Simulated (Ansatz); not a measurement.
# The 2H-MoTe2 bilayer (2H stacking) between two gates, part 2 of 3

Wanted: Fermi level and gate voltage of the 2H-MoTe2 bilayer (2H stacking) as it is charged.

Ansatz 0.2.0; plane-wave DFT, PBE-D3(BJ), Ansatz PAW (set soft_1); PAW set soft_1 (the session's first sound run).

So far. Step 2 (Relaxing the slab): The lattice constant a goes from 3.550 to 3.500 Å.

### 3. Gated layer, added electrons 0

The slab is cut off from its images along the normal. A charged sheet stands for each gate, the layer takes the opposite charge, and a barrier ahead of the sheet keeps electrons from leaking to it. The uncharged case sets the zero; a dense mesh is needed because few carriers fill a small part of the zone.

The cell differs from the one that the last finished run ended in (c 52.648 → 51.285 Å).

File input.yaml:

```yaml
crystal:
  lattice:
    - [3.5003932629, 0.0, 0.0]
    - [-1.7501966314, 3.0314294889, 0.0]
    - [0.0, 0.0, 51.2854294281]
  atoms:
    - { symbol: Te, position: [0.3333333333, 0.6666666667, 0.3977737971] }
    - { symbol: Mo, position: [0.0, 0.0, 0.4331889757] }
    - { symbol: Te, position: [0.3333333333, 0.6666666667, 0.4686395646] }
    - { symbol: Te, position: [0.0, 0.0, 0.5313604354] }
    - { symbol: Mo, position: [0.3333333333, 0.6666666667, 0.5668110243] }
    - { symbol: Te, position: [0.0, 0.0, 0.6022262029] }
  periodic: [true, true, false]
  symmetry: { detect: true }
kpoints:
  mp_grid: { grid: [48, 48, 1] }
  band_path:
    path: [[0, 0, 0], [0.5, 0, 0], [0.33333333, 0.33333333, 0], [0, 0, 0]]
    npoints: 16
hamiltonian:
  xc: pbe
  dispersion: d3bj
  pseudopotentials: { kind: paw, azcp: { folder: soft_1 } }
scf:
  occupations: { method: fermi_dirac, width: 0.02585 }
  convergence: { dr2_threshold: 1.0e-10 }
output:
  forces: true
  eigenvalues: true
  dos: { projected: true, e_range: [-3, 3], de: 0.01 }
  write_potential: true
  write_density: true
  volumetric_format: npy
  elf: true
external_charges:
  - { charge: 0, barrier: 10, axis: 3, height: 34.385, sigma: 0.25 }
  - { charge: 0, barrier: 10, axis: 3, height: 16.9, sigma: 0.25 }
```

Run with:

```bash
$ ansatz run input.yaml --threads 4 --pin off --max-ram 16384MiB --backend cpu --events-out ev --progress --plain --runs-dir out
```

Numbers of over 12 decimals in the logs are rounded to 6 here.

The log of the run:

```text
[...]
Crystal: 6 atoms, lattice volume = 544.200 Å³
Basis set: ecut = 420 eV, 10605 PW (Γ), exchange–correlation on 48×48×720 points (8 copies of the dense FFT grid, shifted against one another)
Bands: 56, of which v1, the nominal top of the filled ones, is band 46 counted from 1 (45 counted from 0)
Symmetry: 6 space group operations
k-points: 217 of 2304 (time reversal used)
[...]
SCF iter   1: F=—  HF=-37837.916711 eV  |F-HF|=—  |Δ(HF+E_count)|=         —  Δρ=2.55e-2  dr2=4.75e0  ethr=3.10e-3  ⟨swp⟩=22.7  Hψ=96152  notcnv=0
[...]
SCF iter  18: F=-37836.663193 eV  HF=-37836.663193 eV  |F-HF|=1.82e-10  |Δ(HF+E_count)|=  4.51e-10  Δρ=3.45e-8  dr2=5.97e-12  ethr=1.00e-12  ⟨swp⟩=26.9  Hψ=104300  notcnv=0
SCF 1 converged in 18 iterations: F = -37836.663193 eV  dr2 = 5.97e-12
[...]
NSCF: frozen V_eff on 49 k-points
[...]
SCF converged after 18 iterations
Free energy (F): -37836.663193 eV
[...]
Internal energy: -37836.663193 eV  (E = F + TS)
E sigma→0 (E₀):  -37836.663193 eV
Fermi energy:    -4.187883 eV
[...]
--- Forces (eV/Å), atoms and charges each counted from 1 ---
  atom   1  Te     0.00000000    -0.00000000     0.01305881
  atom   2  Mo     0.00000000     0.00000000     0.00173823
  atom   3  Te     0.00000000    -0.00000000     0.00053655
  atom   4  Te     0.00000000     0.00000000    -0.00053665
  atom   5  Mo     0.00000000     0.00000000    -0.00174111
  atom   6  Te    -0.00000000     0.00000000    -0.01307412
  external charge   1     0.00000000     0.00000000     0.01534859
  external charge   2     0.00000000     0.00000000    -0.01533038
  max |Σ_I F_I| component, the external charges' with the atoms': 6.71e-8 eV/Å
--- Band table (eV; the first three rows and the last of 217) ---
  k-point 0: bands = [... 42 lower, -5.5671, -5.5671, -5.4762, -4.5989, -1.6522, -1.6522, -1.5335, -1.5335, ... 6 higher]
  k-point 1: bands = [... 42 lower, -5.5756, -5.5723, -5.4697, -4.6000, -1.6832, -1.6519, -1.5641, -1.5272, ... 6 higher]
  k-point 2: bands = [... 42 lower, -5.5848, -5.5445, -5.4542, -4.6045, -1.7694, -1.6531, -1.6514, -1.5097, ... 6 higher]
  k-point 216: bands = [... 42 lower, -6.5462, -6.5462, -4.8621, -4.7023, -3.5609, -3.5609, -3.2803, -2.6888, ... 6 higher]
```

Wall time 6.7 min (4 threads of Arm Neoverse V1, shared host); peak memory 3.9 GiB.

This step gave:

| Quantity | Value |
| --- | --- |
| gap along the path | 0.8321 eV |
| smallest direct gap along the path | 1.141 eV |
| gap, the smaller of path and mesh | 0.8299 eV |
| potential beyond the upper barrier and gate, less the barrier, from the Fermi level | 4.188 eV |

Running mean over a fixed 2.7 Å (it still follows the layers) of the planar mean; beyond a gate it holds the 10 eV model barrier. The electron's electrostatic potential energy less the Fermi level by z:

```csv
z (Å),electron's electrostatic potential energy less the Fermi level (eV)
4,14.2
5,14.2
6,14.2
7,14.2
8,14.2
9,14.2
10,14.2
11,14.2
12,14.2
13,14.2
14,14.2
15,14.2
16,12.5
17,8.80
18,4.74
19,0.208
20,-3.94
21,-8.47
22,-9.05
23,-9.26
24,-5.69
25,-2.34
26,-1.96
27,-4.53
28,-8.92
29,-9.03
30,-9.15
31,-4.99
32,-0.993
33,3.45
34,7.71
35,11.5
36,14.1
37,14.2
38,14.2
39,14.2
40,14.2
41,14.2
42,14.2
43,14.2
44,14.2
45,14.2
46,14.2
47,14.2
```

The density of states has structure finer than the step of the table below, so its rows give means over 0.1 eV, whole bins alone (the curve runs from -3 to 2.41 eV). Peaks (eV: height): -2.41: 11.4, -2.38: 12.3, -1.23: 11.2, 0.92: 10.3, 1.03: 11.5, 1.20: 18.4, 1.35: 10.7.

Table of density of states by energy, zero at the Fermi level of the run, which the smearing sets inside the gap; means over each step:

energy (eV), density of states (states/eV a cell) and a bar:
```
     -2.9        5.7 ###############
     -2.8        5.1 ##############
     -2.7        4.0 ###########
     -2.6        3.6 ##########
     -2.5        3.4 #########
     -2.4        7.8 #####################
     -2.3        6.9 ##################
     -2.2        8.4 ######################
     -2.1        7.8 #####################
     -2.0        7.4 ####################
     -1.9        6.9 ##################
     -1.8        8.4 ######################
     -1.7        6.5 #################
     -1.6        6.2 #################
     -1.5        6.3 #################
     -1.4        5.1 ##############
     -1.3        6.4 #################
     -1.2        5.7 ###############
     -1.1        4.6 ############
     -1.0        6.2 ################
     -0.9        7.9 #####################
     -0.8        4.9 #############
     -0.7        4.1 ###########
     -0.6        1.4 ####
     -0.5        0.9 ##
     -0.4        0.4 #
     -0.3        0.0 
     -0.2        0.0 
     -0.1        0.0 
      0.0        0.0 
      0.1        0.0 
      0.2        0.0 
      0.3        0.0 
      0.4        0.5 #
      0.5        1.7 ####
      0.6        2.3 ######
      0.7        4.9 #############
      0.8        4.7 #############
      0.9        6.5 #################
      1.0        9.7 ##########################
      1.1        7.5 ####################
      1.2       11.2 ##############################
      1.3        9.2 #########################
      1.4        7.3 ####################
      1.5        6.4 #################
      1.6        6.5 #################
      1.7        3.9 ###########
      1.8        6.4 #################
      1.9        6.9 ##################
      2.0        4.6 ############
      2.1        3.5 #########
      2.2        3.1 ########
      2.3        2.8 ########
```

Projected DOS per atom over height of the atomic layer and energy from the Fermi level. Layers: Te Mo Te Te Mo Te from below.

Ten even steps from '_' (0.00 states/eV) to '@' (3.02 states/eV), each cell a mean:
```
............
..::....::..
::==::::==::
::++....++::
::@@....@@::
::@@....@@::
..**....**..
__::____::__
____________
____________
____________
____________
__::....::__
::**::::**::
..++....++..
::==....==::
::++::::++::
--++----++--
==++----++==
::==----==::
..--....--..
::==::::==::
```
Columns: height of the atomic layer (Å) from 20.4 to 30.9 (not evenly spaced); rows upwards: energy from the Fermi level (eV) from -2.98 to 2.42.

The electronic bands at the labelled points (eV, zero at the Fermi level of the run, which the smearing sets inside the gap):

```csv
point,band 43,band 44,band 45,band 46,band 47,band 48,band 49,band 50
Γ,-1.38,-1.38,-1.29,-0.41,2.54,2.54,2.65,2.65
halfway,-1.55,-1.49,-1.45,-1.32,0.86,1.13,1.53,1.62
M,-1.39,-1.37,-0.90,-0.70,0.91,0.95,1.14,1.35
halfway,-2.39,-2.18,-0.85,-0.69,0.85,0.94,1.37,1.55
K,-2.36,-2.36,-0.67,-0.51,0.63,0.63,0.91,1.50
halfway,-1.49,-1.40,-1.18,-1.08,0.51,0.92,1.25,1.32
Γ,-1.38,-1.38,-1.29,-0.41,2.54,2.54,2.65,2.65
```

ELF in the ca plane at fractional y = 0.667, with atoms of Te and Mo within 0.2 Å of it. It is the smooth field of the valence electrons, not physical close to the nuclei.

Ten even steps from '0' (0.00) to '9' (0.84), each cell a mean:
```
00000000000000001234443222224443211377656643
00000000000000000112332123212332101477656653
00000000000000023566664222235665521267666532
00000000000001478875556522366556762135565334
00000000000014799852125532453213684101343368
00000000000025899730014532442001586100122476
00000000000025899741014532452002685101232377
00000000000013689864346532465335773113454347
00000000000000246776666322256666741246666422
```
Columns run along c (16.0 Å, from fractional 0.26 to 0.57 of the cell), rows up along a (3.5 Å). Atoms in or near the plane, at fractional coordinates: Te at (0.40, 0.33), Te at (0.47, 0.33), Mo at (0.57, 0.33).

Electrostatic potential energy in the ca plane at fractional y = 0.667, with atoms of Te and Mo within 0.2 Å of it. With pseudopotentials it is smooth inside the atoms' cores, unlike the true potential.

Ten even steps from '0' (-40 eV) to '9' (10 eV), each cell a mean:
```
99999999999877777777776655567777777776445677
99999999999877777777776654567777777765445677
99999999999887777766666655666666777776556666
99999999999887777642135666664213677777666642
99999999999887777412303677640231267777776400
99999999999887776328941577631895167777776300
99999999999887777316821677630683167777776300
99999999999887777520004677652001467777776520
99999999999887777764456666666445677776666665
```
Columns run along c (16.0 Å, from fractional 0.26 to 0.57 of the cell; values clipped at the 3rd and 97th percentile), rows up along a (3.5 Å). Atoms in or near the plane, at fractional coordinates: Te at (0.40, 0.33), Te at (0.47, 0.33), Mo at (0.57, 0.33).

Valence density in the ca plane at fractional y = 0.667, with atoms of Te and Mo within 0.2 Å of it. It is the smooth field of the valence electrons, not physical close to the nuclei.

Ten steps, logarithmic in the rise over the least value, from '0' (0 e/Å³) to '9' (16 e/Å³), each cell a mean:
```
00000000000000000011111222221111000012222211
00000000000000000001111223211111000112332211
00000000000000000112222222222221100012222222
00000000000000001233432221223343210011122234
00000000000000001357863211235776321000112357
00000000000000001369984211236998421000112468
00000000000000001368974211236897421000112367
00000000000000001245643211224564311001112246
00000000000000000122322222222222110011222222
```
Columns run along c (16.0 Å, from fractional 0.26 to 0.57 of the cell), rows up along a (3.5 Å). Atoms in or near the plane, at fractional coordinates: Te at (0.40, 0.33), Te at (0.47, 0.33), Mo at (0.57, 0.33).

The gap, the smaller of path and mesh, is 0.830 eV.

### 4. Gated layer, added electrons 1×10¹³ per cm²

input.yaml, the sections that differ from step 3:

```yaml
total_charge: -0.010612
kpoints:
  mp_grid: { grid: [48, 48, 1] }
output:
  forces: true
  eigenvalues: true
  write_potential: true
  write_density: true
  volumetric_format: npy
external_charges:
  - { charge: 0, barrier: 10, axis: 3, height: 34.385, sigma: 0.25 }
  - { charge: 0.005306, axis: 3, height: 35.885, sigma: 0.5 }
  - { charge: 0, barrier: 10, axis: 3, height: 16.9, sigma: 0.25 }
  - { charge: 0.005306, axis: 3, height: 15.4, sigma: 0.5 }
# crystal, hamiltonian, scf: as in step 3
```

The log of the run:

```text
[...]
Crystal: 6 atoms, lattice volume = 544.200 Å³
Basis set: ecut = 420 eV, 10605 PW (Γ), exchange–correlation on 48×48×720 points (8 copies of the dense FFT grid, shifted against one another)
Bands: 56, of which v1, the nominal top of the filled ones, is band 46 counted from 1 (45 counted from 0)
Symmetry: 6 space group operations
k-points: 217 of 2304 (time reversal used)
[...]
SCF iter   1: F=—  HF=-37837.946792 eV  |F-HF|=—  |Δ(HF+E_count)|=         —  Δρ=2.54e-2  dr2=4.74e0  ethr=3.10e-3  ⟨swp⟩=23.2  Hψ=94907  notcnv=0
[...]
SCF iter  16: F=-37836.702225 eV  HF=-37836.702225 eV  |F-HF|=8.73e-10  |Δ(HF+E_count)|=  7.42e-10  Δρ=4.14e-8  dr2=6.20e-11  ethr=1.00e-12  ⟨swp⟩=28.8  Hψ=103205  notcnv=0
SCF 1 converged in 16 iterations: F = -37836.702225 eV  dr2 = 6.20e-11
[...]
SCF converged after 16 iterations
Free energy (F): -37836.702225 eV
[...]
Internal energy: -37836.701305 eV  (E = F + TS)
E sigma→0 (E₀):  -37836.701765 eV
Entropy (-TS):   -0.000919 eV (-0.153 meV/atom)
Fermi energy:    -3.472456 eV
[...]
--- Forces (eV/Å), atoms and charges each counted from 1 ---
  atom   1  Te     0.00000000    -0.00000000     0.01727187
  atom   2  Mo     0.00000000     0.00000000    -0.00905208
  atom   3  Te     0.00000000    -0.00000000     0.00896558
  atom   4  Te    -0.00000000     0.00000000    -0.00896622
  atom   5  Mo    -0.00000000    -0.00000000     0.00904885
  atom   6  Te     0.00000000     0.00000000    -0.01728758
  external charge   1     0.00000000     0.00000000     0.01611087
  external charge   2     0.00000000     0.00000000    -0.00023964
  external charge   3     0.00000000     0.00000000    -0.01609203
  external charge   4     0.00000000     0.00000000     0.00023964
  max |Σ_I F_I| component, the external charges' with the atoms': 7.43e-7 eV/Å
--- Band table (eV; the first three rows and the last of 217) ---
  k-point 0: bands = [... 42 lower, -5.2347, -5.2347, -5.1503, -4.2653, -1.3192, -1.3192, -1.2034, -1.2034, ... 6 higher]
  k-point 1: bands = [... 42 lower, -5.2432, -5.2400, -5.1437, -4.2663, -1.3502, -1.3187, -1.2341, -1.1972, ... 6 higher]
  k-point 2: bands = [... 42 lower, -5.2525, -5.2150, -5.1283, -4.2707, -1.4364, -1.3217, -1.3195, -1.1800, ... 6 higher]
  k-point 216: bands = [... 42 lower, -6.2174, -6.2174, -4.5293, -4.3702, -3.2284, -3.2284, -2.9506, -2.3600, ... 6 higher]
```

It took 5.8 min on 4 threads; peak memory 3.9 GiB; 23 min of CPU time.

This step gave:

```
energy at zero smearing                                                             : -37836.7018 eV
potential beyond the upper barrier and gate, less the barrier, from the Fermi level : 3.472 eV
```

Against the uncharged case this takes +0.72 V.

### 5. Gated layer, added electrons 3×10¹³ per cm²

input.yaml, as its differences from that of step 4:

```diff
@@ -14,3 +14,3 @@
   symmetry: { detect: true }
-total_charge: -0.010612
+total_charge: -0.031834
 kpoints:
@@ -32,4 +32,4 @@
   - { charge: 0, barrier: 10, axis: 3, height: 34.385, sigma: 0.25 }
-  - { charge: 0.005306, axis: 3, height: 35.885, sigma: 0.5 }
+  - { charge: 0.015917, axis: 3, height: 35.885, sigma: 0.5 }
   - { charge: 0, barrier: 10, axis: 3, height: 16.9, sigma: 0.25 }
-  - { charge: 0.005306, axis: 3, height: 15.4, sigma: 0.5 }
+  - { charge: 0.015917, axis: 3, height: 15.4, sigma: 0.5 }
```

The log of the run:

```text
[...]
Crystal: 6 atoms, lattice volume = 544.200 Å³
Basis set: ecut = 420 eV, 10605 PW (Γ), exchange–correlation on 48×48×720 points (8 copies of the dense FFT grid, shifted against one another)
Bands: 56, of which v1, the nominal top of the filled ones, is band 46 counted from 1 (45 counted from 0)
Symmetry: 6 space group operations
k-points: 217 of 2304 (time reversal used)
[...]
--- Band table (eV; the first three rows and the last of 217) ---
  k-point 0: bands = [... 42 lower, -4.5733, -4.5733, -4.5018, -3.6013, -0.6566, -0.6566, -0.5467, -0.5467, ... 6 higher]
  k-point 1: bands = [... 42 lower, -4.5817, -4.5787, -4.4951, -3.6023, -0.6876, -0.6559, -0.5776, -0.5407, ... 6 higher]
  k-point 2: bands = [... 42 lower, -4.5914, -4.5589, -4.4797, -3.6066, -0.7741, -0.6659, -0.6558, -0.5241, ... 6 higher]
  k-point 216: bands = [... 42 lower, -5.5628, -5.5628, -3.8671, -3.7093, -2.5667, -2.5667, -2.2946, -1.7055, ... 6 higher]
[key lines of the parts left out:]
SCF converged after 15 iterations
Free energy (F): -37836.769579 eV
Fermi energy:    -2.778926 eV
```

The job ended after 6 min (4 threads; peak memory 3.9 GiB; 24 min of CPU time).

Against the uncharged case this takes +1.41 V.

### 6. Gated layer, added electrons 6×10¹³ per cm²

input.yaml, as its differences from that of step 5:

```diff
@@ -14,3 +14,3 @@
   symmetry: { detect: true }
-total_charge: -0.031834
+total_charge: -0.063668
 kpoints:
@@ -32,4 +32,4 @@
   - { charge: 0, barrier: 10, axis: 3, height: 34.385, sigma: 0.25 }
-  - { charge: 0.015917, axis: 3, height: 35.885, sigma: 0.5 }
+  - { charge: 0.031834, axis: 3, height: 35.885, sigma: 0.5 }
   - { charge: 0, barrier: 10, axis: 3, height: 16.9, sigma: 0.25 }
-  - { charge: 0.015917, axis: 3, height: 15.4, sigma: 0.5 }
+  - { charge: 0.031834, axis: 3, height: 15.4, sigma: 0.5 }
```

The log of the run:

```text
[...]
Crystal: 6 atoms, lattice volume = 544.200 Å³
Basis set: ecut = 420 eV, 10605 PW (Γ), exchange–correlation on 48×48×720 points (8 copies of the dense FFT grid, shifted against one another)
Bands: 56, of which v1, the nominal top of the filled ones, is band 46 counted from 1 (45 counted from 0)
Symmetry: 6 space group operations
k-points: 217 of 2304 (time reversal used)
[...]
--- Band table (eV; the first three rows and the last of 217) ---
  k-point 0: bands = [... 42 lower, -3.5897, -3.5897, -3.5374, -2.6141, 0.3282, 0.3282, 0.4294, 0.4294, ... 6 higher]
  k-point 1: bands = [... 42 lower, -3.5982, -3.5957, -3.5302, -2.6150, 0.2970, 0.3293, 0.3981, 0.4352, ... 6 higher]
  k-point 2: bands = [... 42 lower, -3.6085, -3.5829, -3.5149, -2.6191, 0.2103, 0.3086, 0.3306, 0.4508, ... 6 higher]
  k-point 216: bands = [... 42 lower, -4.5892, -4.5892, -2.8825, -2.7266, -1.5828, -1.5828, -1.3192, -0.7325, ... 6 higher]
[key lines of the parts left out:]
SCF converged after 14 iterations
Free energy (F): -37836.845603 eV
Fermi energy:    -1.771486 eV
```

The job ended after 5.5 min (4 threads; peak memory 3.9 GiB).

Against the uncharged case this takes +2.42 V.

### 7. Gated layer, added electrons 10×10¹³ per cm²

input.yaml, as its differences from that of step 6:

```diff
@@ -14,3 +14,3 @@
   symmetry: { detect: true }
-total_charge: -0.063668
+total_charge: -0.106112
 kpoints:
@@ -32,4 +32,4 @@
   - { charge: 0, barrier: 10, axis: 3, height: 34.385, sigma: 0.25 }
-  - { charge: 0.031834, axis: 3, height: 35.885, sigma: 0.5 }
+  - { charge: 0.053056, axis: 3, height: 35.885, sigma: 0.5 }
   - { charge: 0, barrier: 10, axis: 3, height: 16.9, sigma: 0.25 }
-  - { charge: 0.031834, axis: 3, height: 15.4, sigma: 0.5 }
+  - { charge: 0.053056, axis: 3, height: 15.4, sigma: 0.5 }
```

The log of the run:

```text
[...]
Crystal: 6 atoms, lattice volume = 544.200 Å³
Basis set: ecut = 420 eV, 10605 PW (Γ), exchange–correlation on 48×48×720 points (8 copies of the dense FFT grid, shifted against one another)
Bands: 56, of which v1, the nominal top of the filled ones, is band 46 counted from 1 (45 counted from 0)
Symmetry: 6 space group operations
k-points: 217 of 2304 (time reversal used)
[...]
--- Band table (eV; the first three rows and the last of 217) ---
  k-point 0: bands = [... 42 lower, -2.2961, -2.2961, -2.2689, -1.3158, 1.6225, 1.6225, 1.7127, 1.7127, ... 6 higher]
  k-point 1: bands = [... 42 lower, -2.3046, -2.3035, -2.2603, -1.3166, 1.5912, 1.6241, 1.6807, 1.7181, ... 6 higher]
  k-point 2: bands = [... 42 lower, -2.3164, -2.2981, -2.2451, -1.3205, 1.5037, 1.5891, 1.6273, 1.7320, ... 6 higher]
  k-point 216: bands = [... 42 lower, -3.3078, -3.3078, -1.5875, -1.4341, -0.2887, -0.2887, -0.0365, 0.5470, ... 6 higher]
[key lines of the parts left out:]
SCF converged after 14 iterations
Free energy (F): -37836.901445 eV
Fermi energy:    -0.456237 eV
```

It took 5.6 min on 4 threads; peak memory 3.9 GiB; 22 min of CPU time.

Against the uncharged case this takes +3.73 V.

(Part 2 of 3 ends here.)

[Logs are printed without paths, hosts, clocks, repeated set-up lines and the standing remarks that a program may print on its own settings, such as how far it seeks lower states.]

[Hosts, paths, dates, database ids (printed as entryN), source tags and the programs' standing remarks are cut or masked in the printed files.]

[Maps of the electrostatic potential energy from Ansatz leave out the sawtooth potential of an applied field or a dipole correction, so their vacuum need not be flat; planar profiles and work functions include it.]

[The density of states shown here was stored with 400 of the rows of the run's finer table, so its peaks can read low, often by over a quarter, or be missed, and its means over a window can be off by a tenth or more.]
